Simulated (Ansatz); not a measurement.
# GaAs (F-43m) in Ansatz: a series of runs

One crystal, GaAs, is run at these levels: PBEsol, LDA; tasks: band structure, elastic constants.

Everything below comes from runs of Ansatz 0.2.0. Logs are shortened: lines on timing, memory, paths and dates and some standing lists are left out, and cuts for length are marked.

**Measured values to compare with.**

“Evidence of valence band perturbations in GaAsN/GaAs(001): A combined variable-angle spectroscopic ellipsometry and modulated photoreflectance investigation”, 2008, arxiv:0805.2212 reports, for a bulk crystal of GaAs at 300 K: band gap 1.412 ± 0.01 eV (direct).

How close the calculation comes is told below.

**1. The crystal as given**

Symmetry: F-43m, No. 216, cubic system. Conventional cell: a = 5.654 Å, b = 5.654 Å, c = 5.654 Å, α = 90.00°, β = 90.00°, γ = 90.00°. As (site symmetry -43m) has 4 Ga at 2.45 Å as nearest neighbours. Around Ga (site symmetry -43m) lie 4 As at 2.45 Å.

**2. Band structure, PBEsol, spin-orbit coupling, no magnetisation**

Input file input.yaml:

```yaml
crystal:
  lattice:
    - [0.0, 2.82685, 2.82685]
    - [2.82685, 0.0, 2.82685]
    - [2.82685, 2.82685, 0.0]
  atoms:
    - { symbol: As, position: [0.75, 0.75, 0.75] }
    - { symbol: Ga, position: [0.0, 0.0, 0.0] }
kpoints:
  mp_grid: { grid: [6, 6, 6] }
  band_path:
    path:
      - [0.0, 0.0, 0.0]
      - [0.5, 0.0, 0.5]
      - [0.5, 0.25, 0.75]
      - [0.375, 0.375, 0.75]
      - [0.0, 0.0, 0.0]
      - [0.5, 0.5, 0.5]
      - [0.625, 0.25, 0.625]
      - [0.5, 0.25, 0.75]
    npoints: 6
scf:
  occupations: { method: fermi_dirac, width: 0.05 }
hamiltonian:
  xc: pbesol
  pseudopotentials: { kind: all_electron, lapw: { basis_error: 0.001 } }
magnetization:
  noncollinear: true
  spin_orbit: true
output:
  forces: true
  stress: true
  eigenvalues: true
```

Potentials or basis: all-electron LAPW, relativistic spinors.

Launch:

```sh
ansatz run input.yaml --threads 1 --pin off --max-ram 3072MiB --backend cpu --events-out ev --progress --plain --runs-dir out
```

Log:

```text
Warning: RAYON_NUM_THREADS=1 ignored (pool sized by the plan → 1); use --threads N
LAPW: plane waves up to 9.108 Å⁻¹, error target 1.0e-3 eV per atom; Dirac's equation on spinors; Ga in spheres of 1.234 Å, 21 of its electrons in bands; As in spheres of 1.214 Å, 23 of its electrons in bands (how accurate: hamiltonian.pseudopotentials.lapw.basis_error, Limitations)
Engine: ansatz 0.2.0, aarch64-unknown-linux-gnu
Pseudopotentials: kind: all_electron
Pseudopotential: As, LAPW, valence charge 23, lapw/all_electron/dirac/gaussian/As, Dirac's equation, gaussian nucleus
Pseudopotential: Ga, LAPW, valence charge 21, lapw/all_electron/dirac/gaussian/Ga, Dirac's equation, gaussian nucleus
Functional definition: PBEsol
  exchange = pbesol_x
  correlation = pbesol_c
non-collinear run that drives no moment, with spin-orbit: no starting moment large enough to seed its density (crystal.atoms[].spin), no starting occupations that ask for one, no magnetisation constraint and no magnetic field, so the semilocal B_xc is pinned to zero
Crystal: 2 atoms, lattice volume = 45.179 Å³
Basis set: ecut = 316.0603649477608 eV, 561 PW (Γ), exchange–correlation at level 2
Bands: 54, of which v1, the nominal top of the filled ones, is band 44 counted from 1 (43 counted from 0)
Symmetry: 24 space group operations + 24 with time reversal
Magnetic group: BNS 216.75 (UNI 1577), of the structure as read, at distance tolerance 3.6e-5 Å
k-points: 16 of 216 (time reversal used)
Non-local potential: As, projectors of the file, none
Non-local potential: Ga, projectors of the file, none
Initial density: superposition of atomic densities (chi_scale 0.1, normalization cell, long waves kept (reshape's long-wave potential 0.00 eV rms))
Initial wavefunctions: plane waves of lowest kinetic energy (no species holds an atomic orbital)
Functional: x = pbesol(κ = 0.804, μ = 0.12345679012345678), c = pbesol(β = 0.046)
iter 1 solved again at ethr=1.23e-3 eV; its pass at ethr=1.00e-1 eV (dr2=5.42e-1 eV) is discarded
SCF iter   1: F=—  HF=-114347.200256 eV  |F-HF|=—  |Δ(HF+E_count)|=         —  Δρ=3.02e-2  dr2=5.44e-1  dr2_m=0.00e0 (ungated)  ethr=1.23e-3  |M|=0.00e0 ∫|m|=0.00e0 μB  β_m=0.30  ⟨swp⟩=2.0  Hψ=5286  notcnv=0
preconditioner: auto → none  [insulator: Δε(μ)=0.558 eV  Ē_g=15.876 eV  σ=0.050 eV  W_gap=0.99  n_scr=14 (ndim 8)  ℏωp=23.4 eV  f_vac=0.115  D(μ)=0.00/eV (n_scr^D=0)  ε∞_Penn≈3.2]
SCF iter   2: F=—  HF=-114347.054295 eV  |F-HF|=—  |Δ(HF+E_count)|=   1.46e-1  Δρ=1.81e-2  dr2=1.60e-1  dr2_m=0.00e0 (ungated)  ethr=1.23e-3  |M|=0.00e0 ∫|m|=0.00e0 μB  β_m=0.42  ⟨swp⟩=2.0  Hψ=2544  notcnv=0
iter 3 solved again at ethr=3.32e-5 eV; its pass at ethr=3.64e-4 eV (dr2=1.46e-2 eV) is discarded
SCF iter   3: F=—  HF=-114347.016716 eV  |F-HF|=—  |Δ(HF+E_count)|=   3.76e-2  Δρ=6.08e-3  dr2=1.46e-2  dr2_m=0.00e0 (ungated)  ethr=3.32e-5  |M|=0.00e0 ∫|m|=0.00e0 μB  β_m=0.47  ⟨swp⟩=2.0  Hψ=4288  notcnv=0
SCF iter   4: F=—  HF=-114347.012991 eV  |F-HF|=—  |Δ(HF+E_count)|=         —  Δρ=1.23e-3  dr2=5.13e-4  dr2_m=0.00e0 (ungated)  ethr=3.31e-5  |M|=0.00e0 ∫|m|=0.00e0 μB  β_m=0.51  ⟨swp⟩=2.0  Hψ=2400  notcnv=0
the basis was enlarged: its passes take 525.7 KiB over the memory plan, 1 of 1 planned eigensolver slots
SCF iter   5: F=—  HF=-114347.012953 eV  |F-HF|=—  |Δ(HF+E_count)|=   3.77e-5  Δρ=1.96e-4  dr2=1.03e-5  dr2_m=0.00e0 (ungated)  ethr=1.17e-6  |M|=0.00e0 ∫|m|=0.00e0 μB  β_m=0.55  ⟨swp⟩=2.0  Hψ=2387  notcnv=0
SCF iter   6: F=—  HF=-114347.012960 eV  |F-HF|=—  |Δ(HF+E_count)|=   6.79e-6  Δρ=6.59e-5  dr2=1.43e-6  dr2_m=0.00e0 (ungated)  ethr=2.33e-8  |M|=0.00e0 ∫|m|=0.00e0 μB  β_m=0.60  ⟨swp⟩=3.0  Hψ=2470  notcnv=0
SCF iter   7: F=-114347.012962 eV  HF=-114347.012961 eV  |F-HF|=4.21e-8  |Δ(HF+E_count)|=   1.52e-6  Δρ=9.53e-6  dr2=3.81e-8  dr2_m=0.00e0 (ungated)  ethr=3.24e-9  |M|=0.00e0 ∫|m|=0.00e0 μB  ⟨swp⟩=3.0  Hψ=2506  notcnv=0
SCF 1 converged in 7 iterations: F = -114347.012962 eV  dr2 = 3.81e-8
NSCF: frozen V_eff on 43 k-points
SCF converged after 7 iterations
Magnetization: |M| = 0.0000 μB,  M = (+0.0000, +0.0000, +0.0000) μB
Absolute magnetization: 0.0000 μB (∫|m|)
  site 0: m = (+0.0000, +0.0000, +0.0000) μB, |m| = 0.0000 μB  (R = 1.21 Å)
  site 1: m = (+0.0000, +0.0000, +0.0000) μB, |m| = 0.0000 μB  (R = 1.23 Å)
Free energy (F): -114347.012962 eV
Harris-Foulkes:  -114347.012961 eV  (|F-HF|=4.21e-8)
Internal energy: -114347.012767 eV  (E = F + TS)
E sigma→0 (E₀):  -114347.012864 eV
Entropy (-TS):   -0.000194 eV (-0.097 meV/atom)
Fermi energy:    9.528839 eV
--- Per-component energies (eV) ---
  E_band       = -2123.276562
  E_kinetic    = 116768.715953
  E_xc         = -4258.115464
  E_electrostatic = -226857.613257  (all electrons and nuclei)
  E_smearing   = -0.000194  (= −TS)
  E_closure    = 0.000000  (closes the sum)
  E_atoms      = -114337.950943  (free atoms, spherical and without spin; not in F)
  Σ components = -114347.012962   (vs F -114347.012962, Δ=0.00e0)
  Basis errors (estimates in eV, not in F): energy 4.4e-4 per atom: plane waves 4.0e-4 (2.4e-4 summed), levels above the bands 1.9e-76, relativity 1.8e-8, radial functions 4.4e-5, core shells 9.1e-11; eigenvalues (radial functions only) 8.6e-7; not estimated: angular momenta, meshes, grids; target (lapw.basis_error) 1.0e-3; muffin-tin radii Ga 1.234 Å, As 1.214 Å
--- Forces (eV/Å), atoms counted from 1 ---
  atom   1  As    -0.00000000     0.00000000    -0.00000000
  atom   2  Ga     0.00000000    -0.00000000     0.00000000
  max |Σ_I F_I| component: 2.14e-17 eV/Å
--- Stress (GPa, compression-positive) ---
        0.182321       0.000000      -0.000000
        0.000000       0.182321       0.000000
       -0.000000       0.000000       0.182321
  P = ⅓ Tr σ = 0.1823 GPa (1.823 kbar)
--- Band table (eV; the first three rows and the last of 16) ---
  k-point 0: bands = ["-175.0897", "-175.0897", "-134.0196", "-134.0196", "-122.0692", "-122.0692", "-117.0459", "-117.0459", "-117.0459", "-117.0459", "-87.3857", "-87.3857", "-83.7577", "-83.7577", "-83.7577", "-83.7577", "-26.3491", "-26.3491", "-26.3491", "-26.3491", "-25.6259", "-25.6259", "-25.6198", "-25.6198", "-25.6198", "-25.6198", "-5.7977", "-5.7977", "-5.7977", "-5.7977", "-5.3724", "-5.3724", "-5.3192", "-5.3192", "-5.3192", "-5.3192", "-3.5182", "-3.5182", "9.0058", "9.0058", "9.3434", "9.3434", "9.3434", "9.3434", "9.6783", "9.6783", "12.8016", "12.8016", "12.9889", "12.9889", "12.9889", "12.9889", "16.6327", "16.6327"]
  k-point 1: bands = ["-175.0897", "-175.0897", "-134.0196", "-134.0196", "-122.0692", "-122.0692", "-117.0459", "-117.0459", "-117.0459", "-117.0459", "-87.3857", "-87.3857", "-83.7577", "-83.7577", "-83.7577", "-83.7577", "-26.3491", "-26.3491", "-26.3490", "-26.3490", "-25.6257", "-25.6257", "-25.6198", "-25.6198", "-25.6196", "-25.6195", "-5.8037", "-5.8037", "-5.7993", "-5.7934", "-5.3766", "-5.3766", "-5.3268", "-5.3268", "-5.3179", "-5.3114", "-3.1961", "-3.1961", "6.4901", "6.4901", "8.7396", "8.7396", "8.9534", "8.9567", "10.8077", "10.8077", "13.4110", "13.4110", "13.5406", "13.5422", "13.8495", "13.8495", "18.0146", "18.0146"]
  k-point 2: bands = ["-175.0897", "-175.0897", "-134.0196", "-134.0196", "-122.0692", "-122.0692", "-117.0459", "-117.0459", "-117.0459", "-117.0459", "-87.3857", "-87.3857", "-83.7577", "-83.7577", "-83.7577", "-83.7577", "-26.3490", "-26.3490", "-26.3486", "-26.3486", "-25.6254", "-25.6254", "-25.6199", "-25.6199", "-25.6191", "-25.6191", "-5.8164", "-5.8164", "-5.7969", "-5.7910", "-5.3820", "-5.3820", "-5.3378", "-5.3378", "-5.3084", "-5.3020", "-2.3646", "-2.3646", "3.8220", "3.8220", "8.1943", "8.1943", "8.4020", "8.4047", "10.3782", "10.3782", "13.8346", "13.8346", "13.9372", "13.9383", "16.3773", "16.3773", "17.8304", "17.8304"]
  k-point 15: bands = ["-175.0897", "-175.0897", "-134.0196", "-134.0196", "-122.0692", "-122.0692", "-117.0459", "-117.0459", "-117.0459", "-117.0459", "-87.3857", "-87.3857", "-83.7577", "-83.7577", "-83.7577", "-83.7577", "-26.3488", "-26.3486", "-26.3484", "-26.3484", "-25.6251", "-25.6249", "-25.6194", "-25.6193", "-25.6192", "-25.6191", "-5.8603", "-5.8196", "-5.7778", "-5.7704", "-5.4328", "-5.3590", "-5.3239", "-5.3208", "-5.3097", "-5.3003", "-0.9589", "-0.9583", "2.5045", "2.5503", "5.7931", "5.9022", "5.9855", "6.0210", "12.3918", "12.4313", "12.5870", "12.6717", "16.2461", "16.3084", "16.5437", "16.6166", "20.0980", "20.2911"]
```

Wall time 66 s (1 thread of Arm Neoverse V2, shared host); peak memory 0.41 GiB.

Results:

```
Free energy             : -114347.0130 eV
Pressure                : 0.2 GPa
Band gap on the k mesh  : 0.33 eV, direct
Band gap along the path : 0.33 eV, direct
```

Levels at the corners of the path, in eV from the valence-band top:
| point | band 42 | band 43 | band 44 | band 45 | band 46 | band 47 |
| --- | --- | --- | --- | --- | --- | --- |
| Γ | 0.00 | 0.00 | 0.00 | 0.33 | 0.33 | 3.46 |
| X | -2.85 | -2.77 | -2.77 | 1.24 | 1.24 | 1.47 |
| W | -3.63 | -3.51 | -3.47 | 4.36 | 4.52 | 4.56 |
| K | -3.98 | -2.38 | -2.38 | 1.76 | 1.76 | 4.43 |
| Γ | 0.00 | 0.00 | 0.00 | 0.33 | 0.33 | 3.46 |
| L | -1.36 | -1.16 | -1.16 | 0.82 | 0.82 | 4.44 |
| U | -3.98 | -2.38 | -2.38 | 1.76 | 1.76 | 4.43 |
| W | -3.63 | -3.51 | -3.47 | 4.36 | 4.52 | 4.56 |

**3. Elastic constants, LDA**

Input file input.yaml:

```yaml
crystal:
  lattice:
    - [0.0, 2.82685, 2.82685]
    - [2.82685, 0.0, 2.82685]
    - [2.82685, 2.82685, 0.0]
  atoms:
    - { symbol: As, position: [0.75, 0.75, 0.75] }
    - { symbol: Ga, position: [0.0, 0.0, 0.0] }
kpoints:
  mp_grid: { grid: [6, 6, 6] }
scf:
  occupations: { method: fermi_dirac, width: 0.05 }
hamiltonian:
  xc: lda
  pseudopotentials: { kind: all_electron, lapw: { basis_error: 0.001 } }
output:
  forces: true
  stress: true
elastic:
  mode: clamped_ion
  stencil: two_point
```

Potentials or basis: all-electron LAPW, scalar-relativistic.

Launch:

```sh
ansatz run input.yaml --threads 1 --pin off --max-ram 3072MiB --backend cpu --events-out ev --progress --plain --runs-dir out
```

It took 78 s on 1 thread of Arm Neoverse V2, shared host; peak memory 0.35 GiB.

It converged, with:

```yaml
Free_energy: -114266.1084 eV
Pressure: -1.9 GPa
Band_gap_on_the_k_mesh: 0.28 eV, direct
Clamped-ion_elastic_constants_C11_C12_C44: 107, 43, 72 GPa
Voigt_bulk_modulus: 64 GPa
```

Levels at points of the mesh, in eV from the valence-band top:
```csv
k point,band 20,band 21,band 22,band 23,band 24,band 25
"(0.00, 0.00, 0.00)",0.00,0.00,0.00,0.28,3.68,3.68
"(0.00, 0.00, -0.50)",-6.70,-1.15,-1.15,0.84,4.59,4.59
"(0.00, -0.50, -0.50)",-6.88,-2.69,-2.69,1.34,1.55,10.04
```

Elastic tensor in Voigt notation (GPa, ions clamped, in the Cartesian axes of the cell as first typed):
```
107  43  43   0   0   0
 43 107  43   0   0   0
 43  43 107   0   0   0
  0   0   0  72   0   0
  0   0   0   0  72   0
  0   0   0   0   0  72
```

**4. How close it comes**

Step 2. Against the measured gap of GaAs, 1.412 eV (direct; 300 K; “Evidence of valence band perturbations in GaAsN/GaAs(001): A combined variable-angle spectroscopic ellipsometry and modulated photoreflectance investigation”, 2008, arxiv:0805.2212), the calculated 0.33 eV is off by -1.08 eV. So large a miss can be the level of theory's own, or it may mean another phase, state or a wrong row. 3 values of this kind are on record (1.412 to 1.51 eV); this one was drawn at random among those near their median, those with a stated uncertainty first. The value is that of PBEsol, without temperature or zero-point motion. Semilocal functionals fall short of measured gaps as a rule.

Step 3. Measured gap of GaAs: 1.412 eV (direct; 300 K; “Evidence of valence band perturbations in GaAsN/GaAs(001): A combined variable-angle spectroscopic ellipsometry and modulated photoreflectance investigation”, 2008, arxiv:0805.2212). This calculation gives 0.28 eV (-1.13 eV). So large a miss can be the level of theory's own, or it may mean another phase, state or a wrong row. 3 values of this kind are on record (1.412 to 1.51 eV); this one was drawn at random among those near their median, those with a stated uncertainty first. Spin-orbit coupling on As, Ga is left out. The value is that of LDA, without temperature or zero-point motion. Semilocal functionals fall short of measured gaps as a rule.
